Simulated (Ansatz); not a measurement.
# Dielectric response of BaS (001) films, part 4 of 4

Wanted: ε of rocksalt BaS (001) by finite fields on slabs, and the band edges against the vacuum where run.

Ansatz 0.2.0; plane-wave DFT, PBEsol, Ansatz PAW (the session's first sound run).

So far, gap on the k-mesh (eV): step 2 (relaxing the film, 6 atoms, units 3) 2.06; step 13 (atoms held, 10 atoms, units 5, field -0.05 V/Å) 1.91; step 15 (relaxing in the field, 10 atoms, units 5, field 0.05 V/Å) 1.96; step 16 (relaxing in the field, 10 atoms, units 5, field -0.05 V/Å) 1.96; step 18 (relaxation, 16 atoms, units 8) 1.92.

## Step 20: Single point on the relaxed film, 16 atoms, units 8

The next thickness, treated alike, so that differences show the interior and the faces cancel.

input.yaml reads:

```yaml
crystal:
  lattice:
    - [4.51841233, 0.0, 0.0]
    - [0.0, 4.51841233, 0.0]
    - [0.0, 0.0, 40.365]
  atoms:
    - { symbol: Ba, position: [0.5, 0.5, 0.2278265394] }
    - { symbol: S, position: [0.0, 0.0, 0.2278148961] }
    - { symbol: Ba, position: [0.0, 0.0, 0.3044363993] }
    - { symbol: S, position: [0.5, 0.5, 0.3040704602] }
    - { symbol: Ba, position: [0.5, 0.5, 0.3826823929] }
    - { symbol: S, position: [0.0, 0.0, 0.3828979505] }
    - { symbol: Ba, position: [0.0, 0.0, 0.4609355824] }
    - { symbol: S, position: [0.5, 0.5, 0.4608229393] }
    - { symbol: Ba, position: [0.5, 0.5, 0.539064415] }
    - { symbol: S, position: [0.0, 0.0, 0.5391770465] }
    - { symbol: Ba, position: [0.0, 0.0, 0.6173176079] }
    - { symbol: S, position: [0.5, 0.5, 0.6171020445] }
    - { symbol: Ba, position: [0.5, 0.5, 0.6955636053] }
    - { symbol: S, position: [0.0, 0.0, 0.6959295442] }
    - { symbol: Ba, position: [0.0, 0.0, 0.772173466] }
    - { symbol: S, position: [0.5, 0.5, 0.7721851103] }
kpoints:
  mp_grid: { grid: [6, 6, 1] }
hamiltonian:
  xc: pbesol
scf:
  occupations: { method: fixed }
  convergence: { dr2_threshold: 1.0e-09 }
efield:
  axis: 3
  dipole_correction: true
  ramp_position: 0.97
  ramp_width: 0.06
output:
  eigenvalues: true
  dos: { projected: true, e_range: [-7, 7] }
  write_potential: true
  write_density: true
  volumetric_format: npy
checkpoint:
  write: end8.run
  compress: false
  write_wavefunctions: false
```

Started as:

```sh
> ansatz run input.yaml --threads 4 --pin off --max-ram 12288MiB --backend cpu --events-out ev --progress --plain --runs-dir out
```

Numbers of over 12 decimals in the logs are rounded to 6 here.

The program printed:

```text
[...]
Crystal: 16 atoms, lattice volume = 824.094 Å³
Basis set: ecut = 420 eV, 16119 PW (Γ)
Bands: 80, of which v1, the nominal top of the filled ones, is band 64 counted from 1 (63 counted from 0)
Symmetry: 8 space group operations
k-points: 10 of 36
[...]
k-point 0: bands = [... 60 lower, 2.1066, 2.1066, 2.1072, 2.1072, 4.0311, 4.1471, 4.3340, 4.5818, ... 12 higher]
  k-point 1: bands = [... 60 lower, 1.7534, 1.8315, 1.8318, 1.8593, 4.5866, 4.6924, 4.8630, 5.0860, ... 12 higher]
  k-point 2: bands = [... 60 lower, 1.3827, 1.4441, 1.6759, 1.7332, 5.8274, 5.9173, 5.9674, 5.9972, ... 12 higher]
  k-point 9: bands = [... 60 lower, 1.8796, 1.8796, 1.9747, 1.9747, 4.1362, 4.1362, 4.5079, 4.5079, ... 12 higher]
[key lines of the parts left out:]
SCF converged after 9 iterations
Free energy (F): -54013.435112 eV
Fermi energy:    2.107225 eV
Dipole field:    D = -0.000001 V/Å  (p = -0.000003 e·Å, saw-weighted, corrected)
Work function:   Φ+ = 4.3033 eV   Φ− = 4.3033 eV
```

The job ended after 31 s (4 threads of Arm Neoverse V1, shared host; peak memory 1.8 GiB).

Running mean over 3.195 Å of the planar mean; the ramp of the sawtooth is left out. The electron's electrostatic potential energy less the highest filled level by z:

```csv
z (Å),electron's electrostatic potential energy less the highest filled level (eV)
4,4.30
5,4.30
6,4.23
7,3.24
8,-0.446
9,-1.93
10,-2.16
11,-2.36
12,-2.04
13,-2.09
14,-2.17
15,-2.08
16,-2.08
17,-2.20
18,-2.08
19,-2.06
20,-2.19
21,-2.11
22,-2.05
23,-2.18
24,-2.13
25,-2.06
26,-2.15
27,-2.13
28,-2.03
29,-2.23
30,-2.33
31,-1.99
32,-1.42
33,2.02
34,4.11
35,4.29
36,4.30
```

The gap is 1.92 eV, with the valence edge 4.30 eV and the conduction edge 2.38 eV under the upper vacuum level.

## Step 21: Atoms held, 16 atoms, units 8, field 0.05 V/Å

input.yaml, as its differences from that of step 20:

```diff
@@ -28,3 +28,3 @@
   occupations: { method: fixed }
-  convergence: { dr2_threshold: 1.0e-09 }
+  convergence: { dr2_threshold: 1.0e-10 }
 efield:
@@ -34,5 +34,4 @@
   ramp_width: 0.06
+  amplitude: 0.05
 output:
-  eigenvalues: true
-  dos: { projected: true, e_range: [-7, 7] }
   write_potential: true
@@ -40,5 +39 @@
   volumetric_format: npy
-checkpoint:
-  write: end8.run
-  compress: false
-  write_wavefunctions: false
```

The program printed:

```text
[...]
Crystal: 16 atoms, lattice volume = 824.094 Å³
Basis set: ecut = 420 eV, 16119 PW (Γ)
Bands: 80, of which v1, the nominal top of the filled ones, is band 64 counted from 1 (63 counted from 0)
Symmetry: 8 space group operations
k-points: 10 of 36
[...]
k-point 0: bands = [... 60 lower, 2.0014, 2.0014, 2.2127, 2.2127, 4.0114, 4.1510, 4.3370, 4.5847, ... 12 higher]
  k-point 1: bands = [... 60 lower, 1.7255, 1.7432, 1.9036, 1.9378, 4.5657, 4.6964, 4.8660, 5.0887, ... 12 higher]
  k-point 2: bands = [... 60 lower, 1.4452, 1.4890, 1.6275, 1.7958, 5.7819, 5.8894, 5.9432, 6.0016, ... 12 higher]
  k-point 9: bands = [... 60 lower, 1.8938, 1.9682, 1.9682, 2.0636, 4.1287, 4.1287, 4.5092, 4.5092, ... 12 higher]
[key lines of the parts left out:]
SCF converged after 13 iterations
Free energy (F): -54013.438029 eV
Fermi energy:    2.212741 eV
Dipole field:    D = 0.025616 V/Å  (p = 0.116661 e·Å, saw-weighted, corrected)
```

Elapsed: 35 s, on 4 threads; peak memory 1.8 GiB; 2.2 min of CPU time.

The dipole is 0.117 e·Å, and the gap on the mesh 1.799 eV.

## Step 22: Single point, 16 atoms, units 8, field -0.05 V/Å

input.yaml, as its differences from that of step 21:

```diff
@@ -34,3 +34,3 @@
   ramp_width: 0.06
-  amplitude: 0.05
+  amplitude: -0.05
 output:
```

The program printed:

```text
[...]
Crystal: 16 atoms, lattice volume = 824.094 Å³
Basis set: ecut = 420 eV, 16119 PW (Γ)
Bands: 80, of which v1, the nominal top of the filled ones, is band 64 counted from 1 (63 counted from 0)
Symmetry: 8 space group operations
k-points: 10 of 36
[...]
k-point 0: bands = [... 60 lower, 2.0013, 2.0013, 2.2127, 2.2127, 4.0114, 4.1511, 4.3370, 4.5847, ... 12 higher]
  k-point 1: bands = [... 60 lower, 1.7255, 1.7432, 1.9036, 1.9378, 4.5657, 4.6964, 4.8660, 5.0887, ... 12 higher]
  k-point 2: bands = [... 60 lower, 1.4452, 1.4890, 1.6275, 1.7958, 5.7819, 5.8894, 5.9432, 6.0016, ... 12 higher]
  k-point 9: bands = [... 60 lower, 1.8938, 1.9682, 1.9682, 2.0636, 4.1287, 4.1287, 4.5092, 4.5092, ... 12 higher]
[key lines of the parts left out:]
SCF converged after 13 iterations
Free energy (F): -54013.438029 eV
Fermi energy:    2.212745 eV
Dipole field:    D = -0.025616 V/Å  (p = -0.116661 e·Å, saw-weighted, corrected)
```

Run time: 35 s. Hardware: 4 threads; peak memory 1.8 GiB; 2.3 min of CPU time.

The dipole is -0.117 e·Å, and the gap on the mesh 1.799 eV.

## Step 23: Response with the atoms held, 16 atoms, units 8

This step: plane-wave DFT, PBEsol, Ansatz PAW; response to a field along the normal, atoms held (Ansatz 0.2.0).

Local field over the applied field, running mean. From the potentials at -0.05 and 0.05 V/Å; running mean over 3.195 Å, taken twice. The local field over applied field by z:

z (Å), local field over applied field and a bar from the least value:
```
        5      0.962 ##############################
        6      0.864 ##########################
        7      0.683 ###################
        8      0.461 ###########
        9      0.283 ####
       10      0.193 #
       11      0.178 
       12      0.187 
       13      0.198 #
       14      0.203 #
       15      0.202 #
       16      0.200 #
       17      0.199 #
       18      0.200 #
       19      0.201 #
       20      0.201 #
       21      0.201 #
       22      0.200 #
       23      0.199 #
       24      0.200 #
       25      0.201 #
       26      0.203 #
       27      0.201 #
       28      0.191 #
       29      0.180 
       30      0.181 
       31      0.240 ##
       32      0.387 ########
       33      0.602 ################
       34      0.807 ########################
       35      0.936 #############################
```

The induced dipole is that of a conductor 20.68 Å thick.

## Step 24: Field on, atoms free, 16 atoms, units 8, field 0.05 V/Å

This step: plane-wave DFT, PBEsol, Ansatz PAW (Ansatz 0.2.0).

The same pair of relaxations in the field for this thickness.

input.yaml, as its differences from that of step 22:

```diff
@@ -34,3 +34,6 @@
   ramp_width: 0.06
-  amplitude: -0.05
+  amplitude: 0.05
+relax:
+  f_tol: 0.0006
+  max_steps: 70
 output:
```

The program printed:

```text
[...]
Crystal: 16 atoms, lattice volume = 824.094 Å³
Basis set: ecut = 420 eV, 16119 PW (Γ), exchange–correlation on 64×64×540 points (8 copies of the dense FFT grid, shifted against one another)
Bands: 80, of which v1, the nominal top of the filled ones, is band 64 counted from 1 (63 counted from 0)
Symmetry: 8 space group operations
k-points: 10 of 36
[...]
- { symbol: Ba, position: [0, 0.0, 0.460989] }
    - { symbol: S, position: [0.5, 0.5, 0.460771] }
    - { symbol: Ba, position: [0.5, 0.5, 0.539116] }
    - { symbol: S, position: [0, 0.0, 0.539127] }
    - { symbol: Ba, position: [0, 0.0, 0.617377] }
    - { symbol: S, position: [0.5, 0.5, 0.617042] }
    - { symbol: Ba, position: [0.5, 0.5, 0.695605] }
    - { symbol: S, position: [0, 0.0, 0.695901] }
    - { symbol: Ba, position: [0, 0.0, 0.772262] }
    - { symbol: S, position: [0.5, 0.5, 0.772094] }
[key lines of the parts left out:]
SCF converged after 4 iterations
Free energy (F): -54013.438161 eV
Fermi energy:    2.140538 eV
Dipole field:    D = 0.029950 V/Å  (p = 0.136398 e·Å, saw-weighted, corrected)
```

It took 88 s on 4 threads; peak memory 1.7 GiB.

The relaxation took 5 steps and lowered the energy by 4.9e-4 eV; the largest force on the free atoms ends at 4.9e-5 eV/Å.

The dipole is 0.136 e·Å, and the gap on the mesh 1.888 eV.

## Step 25: Relaxing in the field, 16 atoms, units 8, field -0.05 V/Å

The opposite sign, again from the field-free geometry; the difference of the two cancels what relaxes without a field.

input.yaml, as its differences from that of step 24:

```diff
@@ -34,3 +34,3 @@
   ramp_width: 0.06
-  amplitude: 0.05
+  amplitude: -0.05
 relax:
```

The program printed:

```text
[...]
Crystal: 16 atoms, lattice volume = 824.094 Å³
Basis set: ecut = 420 eV, 16119 PW (Γ), exchange–correlation on 64×64×540 points (8 copies of the dense FFT grid, shifted against one another)
Bands: 80, of which v1, the nominal top of the filled ones, is band 64 counted from 1 (63 counted from 0)
Symmetry: 8 space group operations
k-points: 10 of 36
[...]
- { symbol: Ba, position: [0, 0.0, 0.460884] }
    - { symbol: S, position: [0.5, 0.5, 0.460873] }
    - { symbol: Ba, position: [0.5, 0.5, 0.539011] }
    - { symbol: S, position: [0, 0.0, 0.539229] }
    - { symbol: Ba, position: [0, 0.0, 0.617255] }
    - { symbol: S, position: [0.5, 0.5, 0.617163] }
    - { symbol: Ba, position: [0.5, 0.5, 0.695531] }
    - { symbol: S, position: [0, 0.0, 0.695960] }
    - { symbol: Ba, position: [0, 0.0, 0.772096] }
    - { symbol: S, position: [0.5, 0.5, 0.772279] }
[key lines of the parts left out:]
SCF converged after 6 iterations
Free energy (F): -54013.438161 eV
Fermi energy:    2.140493 eV
Dipole field:    D = -0.029949 V/Å  (p = -0.136397 e·Å, saw-weighted, corrected)
```

The job ended after 90 s (4 threads; peak memory 1.7 GiB; 5.9 min of CPU time).

The relaxation took 5 steps and lowered the energy by 4.9e-4 eV; the largest force on the free atoms ends at 1.7e-4 eV/Å.

The dipole is -0.136 e·Å, and the gap on the mesh 1.888 eV.

## Step 26: Response with the atoms relaxed, 16 atoms, units 8

This step: plane-wave DFT, PBEsol, Ansatz PAW; response to a field along the normal, atoms relaxed (Ansatz 0.2.0).

Local field over the applied field, running mean. From the potentials at -0.05 and 0.05 V/Å; running mean over 3.195 Å, taken twice. Local field over applied field against z:

z (Å), local field over applied field and a bar:
```
        5      0.966 ##############################
        6      0.850 ##########################
        7      0.625 ###################
        8      0.333 ##########
        9      0.113 ###
       10      0.009 
       11      0.042 #
       12      0.080 ##
       13      0.104 ###
       14      0.089 ###
       15      0.067 ##
       16      0.059 ##
       17      0.062 ##
       18      0.072 ##
       19      0.076 ##
       20      0.078 ##
       21      0.077 ##
       22      0.074 ##
       23      0.066 ##
       24      0.057 ##
       25      0.063 ##
       26      0.079 ##
       27      0.105 ###
       28      0.090 ###
       29      0.062 ##
       30      0.014 
       31      0.061 ##
       32      0.232 #######
       33      0.518 ################
       34      0.781 ########################
       35      0.938 #############################
```

The induced dipole is that of a conductor 24.18 Å thick.

## Step 27: Electronic ε from the series

This step: plane-wave DFT, PBEsol, Ansatz PAW; permittivity from the thickness series, atoms held (Ansatz 0.2.0).

Each added layer adds t(1 − 1/ε) to the dipole term, so the slope against thickness gives ε without a choice of where the film ends.

Numbers from this step:

* slope: 0.8004
* intercept of the fit: 3.096 Å
* ε of the interior: 5.009

The equivalent conductor thickness by distance between the outer atoms:

```csv
distance between the outer atoms (Å),equivalent conductor thickness (Å)
6.21,8.06
12.51,13.1
21.97,20.7
```

By hand, from the thinnest and the thickest film: slope = (20.680 − 8.063) / (21.974 − 6.212) = 0.800, so ε = 1/(1 − 0.800) = 5.01.

## Step 28: Static ε from the series

This step: plane-wave DFT, PBEsol, Ansatz PAW; permittivity from the thickness series, atoms relaxed (Ansatz 0.2.0).

The same fit for the relaxed films. The nearer its slope lies to 1, the more ε hangs on small errors.

Numbers from this step:

- slope: 0.9223
- intercept of the fit: 3.895 Å
- ε of the interior: 12.87

The equivalent conductor thickness by distance between the outer atoms:

```
distance between the outer atoms (Å)  equivalent conductor thickness (Å)
                                6.21                                9.64
                               12.51                                15.4
                               21.98                                24.2
```

By hand, from the thinnest and the thickest film: slope = (24.178 − 9.640) / (21.980 − 6.211) = 0.922, so ε = 1/(1 − 0.922) = 12.8. One nm of such a film has the capacitance of 3.9/12.8 = 0.30 nm of SiO₂ (its equivalent oxide thickness).

## Step 29: A changed input

This step: plane-wave DFT, PBEsol, Ansatz PAW (Ansatz 0.2.0).

System of this step: BaS (001), 3 units. The cell holds 6 atoms: 3 Ba and 3 S. Cell: a = 4.518 Å, b = 4.518 Å, c = 24.390 Å, α = 90.0°, β = 90.0°, γ = 90.0°. It derives from BaS (rocksalt BaS). Vacuum lies along c.

A run with a changed input: it repeats the earlier run at 0.05 V/Å, 3 units with scf.lower_state_search to standard and scf.n_extra_bands to 32.

input.yaml reads:

```yaml
crystal:
  lattice:
    - [4.51841233, 0.0, 0.0]
    - [0.0, 4.51841233, 0.0]
    - [0.0, 0.0, 24.39]
  atoms:
    - { symbol: Ba, position: [0.5, 0.5, 0.3731695724] }
    - { symbol: S, position: [0.0, 0.0, 0.3726628065] }
    - { symbol: Ba, position: [0.0, 0.0, 0.5000000004] }
    - { symbol: S, position: [0.5, 0.5, 0.4999999975] }
    - { symbol: Ba, position: [0.5, 0.5, 0.6268304319] }
    - { symbol: S, position: [0.0, 0.0, 0.6273371912] }
kpoints:
  mp_grid: { grid: [6, 6, 1] }
hamiltonian:
  xc: pbesol
scf:
  occupations: { method: fixed }
  convergence: { dr2_threshold: 1.0e-10 }
  lower_state_search: standard
  n_extra_bands: 32
efield:
  axis: 3
  dipole_correction: true
  ramp_position: 0.97
  ramp_width: 0.06
  amplitude: 0.05
output:
  write_potential: true
  write_density: true
  volumetric_format: npy
```

The program printed:

```text
[...]
Crystal: 6 atoms, lattice volume = 497.947 Å³
Basis set: ecut = 420 eV, 9769 PW (Γ)
Bands: 56, of which v1, the nominal top of the filled ones, is band 24 counted from 1 (23 counted from 0)
Symmetry: 8 space group operations
k-points: 10 of 36
[...]
SCF iter   1: F=—  HF=-20256.834438 eV  |F-HF|=—  |Δ(HF+E_count)|=         —  Δρ=2.15e-2  dr2=7.84e0  ethr=3.10e-3  p=0.056 e·Å  D=2.03e-2 V/Å  ΔV_dip=-0.50 eV  dr2_dipole=3.99e-4  V_vac-E_F(+/−)=9.30/8.68 eV  ⟨swp⟩=5.5  Hψ=2259  notcnv=0  defer=284
[...]
SCF iter  12: F=-20254.454640 eV  HF=-20254.454640 eV  |F-HF|=1.24e-10  |Δ(HF+E_count)|=  4.04e-10  Δρ=1.51e-7  dr2=8.12e-11  ethr=1.00e-12  p=0.045 e·Å  D=1.65e-2 V/Å  ΔV_dip=-0.40 eV  dr2_dipole=5.59e-13  V_vac-E_F(+/−)=4.62/3.92 eV  ⟨swp⟩=27.7  Hψ=6404  notcnv=0
SCF 1 converged in 12 iterations: F = -20254.454640 eV  dr2 = 8.12e-11
[...]
SCF converged after 12 iterations
[...]
Free energy (F): -20254.454640 eV
[...]
Internal energy: -20254.454640 eV  (E = F + TS)
E sigma→0 (E₀):  -20254.454640 eV
Fermi energy:    -0.302572 eV
Dipole field:    D = 0.016529 V/Å  (p = 0.045486 e·Å, saw-weighted, corrected)
Work function:   not extracted (applied field tilts the vacuum); planar V_es + V_field profile in the machine report
[...]
--- Band table (eV; the first three rows and the last of 10) ---
  k-point 0: bands = [... 20 lower, -0.3925, -0.3925, -0.3026, -0.3026, 1.7454, 2.3218, 2.6752, 3.1318, ... 28 higher]
  k-point 1: bands = [... 20 lower, -0.7905, -0.6641, -0.5800, -0.5557, 2.2901, 2.8072, 2.9344, 3.3443, ... 28 higher]
  k-point 2: bands = [... 20 lower, -1.1117, -1.0995, -1.0310, -0.6353, 3.4517, 3.5960, 3.6011, 3.9221, ... 28 higher]
  k-point 9: bands = [... 20 lower, -0.6969, -0.5327, -0.5327, -0.3133, 2.1276, 2.1276, 3.5045, 3.5045, ... 28 higher]
```

It took 9.4 s on 4 threads; peak memory 0.99 GiB.

Numbers from this step:

```
gap on the k-mesh       : 2.048 eV
dipole along the normal : 0.04549 e·Å
```

```
                     quantity  this run  earlier run  difference
dipole along the normal (e·Å)   0.04549      0.04549     -7.3e-7
       gap on the k-mesh (eV)     2.048        2.048      5.0e-7
```

Nothing in the table moves by 0.01 in its unit (for the dipole 0.5 % and 5e-5 e·Å).

## Step 30: Varying the input

This step: plane-wave DFT, PBEsol, Ansatz PAW, but for the change named below (Ansatz 0.2.0).

Another changed input: it repeats the earlier run at 0.05 V/Å, 3 units with kpoints.mp_grid.grid from [6, 6, 1] to [9, 9, 1] and hamiltonian.dispersion to d4.

input.yaml, as its differences from that of step 29:

```diff
@@ -13,5 +13,6 @@
 kpoints:
-  mp_grid: { grid: [6, 6, 1] }
+  mp_grid: { grid: [9, 9, 1] }
 hamiltonian:
   xc: pbesol
+  dispersion: d4
 scf:
@@ -19,4 +20,2 @@
   convergence: { dr2_threshold: 1.0e-10 }
-  lower_state_search: standard
-  n_extra_bands: 32
 efield:
```

The program printed:

```text
[...]
Crystal: 6 atoms, lattice volume = 497.947 Å³
Basis set: ecut = 420 eV, 9769 PW (Γ)
Bands: 30, of which v1, the nominal top of the filled ones, is band 24 counted from 1 (23 counted from 0)
Symmetry: 8 space group operations
k-points: 15 of 81
[...]
SCF iter   1: F=—  HF=-20257.446579 eV  |F-HF|=—  |Δ(HF+E_count)|=         —  Δρ=2.14e-2  dr2=7.86e0  ethr=3.10e-3  p=0.056 e·Å  D=2.03e-2 V/Å  ΔV_dip=-0.50 eV  dr2_dipole=4.10e-4  V_vac-E_F(+/−)=9.31/8.70 eV  ⟨swp⟩=7.5  Hψ=2198  notcnv=0  defer=54
[...]
SCF iter  12: F=-20255.069758 eV  HF=-20255.069758 eV  |F-HF|=2.91e-11  |Δ(HF+E_count)|=  4.04e-10  Δρ=1.16e-7  dr2=5.62e-11  ethr=1.00e-12  p=0.045 e·Å  D=1.65e-2 V/Å  ΔV_dip=-0.40 eV  dr2_dipole=4.00e-13  V_vac-E_F(+/−)=4.62/3.92 eV  ⟨swp⟩=16.9  Hψ=3060  notcnv=0
SCF 1 converged in 12 iterations: F = -20255.069758 eV  dr2 = 5.62e-11
[...]
SCF converged after 12 iterations
[...]
Free energy (F): -20255.069758 eV
[...]
Internal energy: -20255.069758 eV  (E = F + TS)
E sigma→0 (E₀):  -20255.069758 eV
Fermi energy:    -0.302756 eV
Dipole field:    D = 0.016529 V/Å  (p = 0.045486 e·Å, saw-weighted, corrected)
Work function:   not extracted (applied field tilts the vacuum); planar V_es + V_field profile in the machine report
[...]
--- Band table (eV; the first three rows and the last of 15) ---
  k-point 0: bands = [... 20 lower, -0.3927, -0.3927, -0.3028, -0.3028, 1.7454, 2.3218, 2.6752, 3.1318, ... 2 higher]
  k-point 1: bands = [... 20 lower, -0.5589, -0.5278, -0.5251, -0.4385, 2.0017, 2.5525, 2.8048, 3.2441, ... 2 higher]
  k-point 2: bands = [... 20 lower, -1.0107, -0.8218, -0.7394, -0.5814, 2.6593, 3.0808, 3.1281, 3.4748, ... 2 higher]
  k-point 14: bands = [... 20 lower, -0.7000, -0.6535, -0.5378, -0.3404, 2.1608, 2.2405, 3.5341, 3.5776, ... 2 higher]
```

Elapsed: 9.8 s, on 4 threads; peak memory 0.84 GiB.

```
                     quantity  this run  earlier run  difference
dipole along the normal (e·Å)   0.04549      0.04549     -5.7e-7
       gap on the k-mesh (eV)     2.048        2.048      1.7e-4
```

Nothing in the table moves by 0.01 in its unit (for the dipole 0.5 % and 5e-5 e·Å).

## Step 31: What came out

| Quantity | Value |
| --- | --- |
| electronic ε from the thickness series | 5.01 |
| static ε from the thickness series | 12.9 |
| local electronic ε, middle of 8 units | 4.98 |

What this shows: The films give an electronic ε of 5.01 and a static ε of 12.9. The slope of the series and the field inside the thickest film give 5.01 and 4.98, in agreement. Ions raise ε from 5.01 to 12.9. The in-plane lattice constants are held at typed bulk values. Semilocal functionals tend to overestimate the electronic ε a little.

[Logs are printed without paths, hosts, clocks, repeated set-up lines and the standing remarks that a program may print on its own settings, such as how far it seeks lower states.]

[Hosts, paths, dates, database ids (printed as entryN), source tags and the programs' standing remarks are cut or masked in the printed files.]

[Maps of the electrostatic potential energy from Ansatz leave out the sawtooth potential of an applied field or a dipole correction, so their vacuum need not be flat; planar profiles and work functions include it.]
